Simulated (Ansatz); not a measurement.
SnO2:

```
Sn O
1.0
    -2.00007    2.00007    5.12368
     2.00007   -2.00007    5.12368
     2.00007    2.00007   -5.12368
Sn O
2 4
Direct
  0.00000 0.00000 0.00000
  0.75000 0.25000 0.50000
  0.54652 0.04652 0.50000
  0.20348 0.20348 0.00000
  0.95348 0.45348 0.50000
  0.79652 0.79652 0.00000
```

Measurements of this composition are mostly on another form, of space group No. 136.

Base run:

```yaml
Program: Ansatz 0.2.0
Functional: PBEsol
Potentials_or_basis: Ansatz PAW
Cutoff: 420 eV
Density_cutoff: 1680 eV
k_mesh: 9 × 9 × 9
Occupations: fermi-dirac, width 0.05 eV
Spin: no spin polarisation
```

Its results: band gap on the k mesh 1.56 eV, indirect (least direct gap 1.95 eV); pressure 0.7 GPa; largest force 0.081 eV/Å.

The run is repeated on the same cell with these changes: functional from PBEsol to LDA. What comes out?

Band gap on the k mesh 1.49 eV, indirect (least direct gap 1.88 eV); pressure -3.9 GPa; largest force 0.192 eV/Å.

LDA binds more tightly than PBEsol, so the same cell stands under less pressure.

Caveats: spin-orbit coupling is left out, which moves the levels of the heavy elements; the PAW data sets come from PBE, with cores solved anew for the run's functional, which leaves a small shift of forces and pressure.

Not every run made on this cell is shown here.
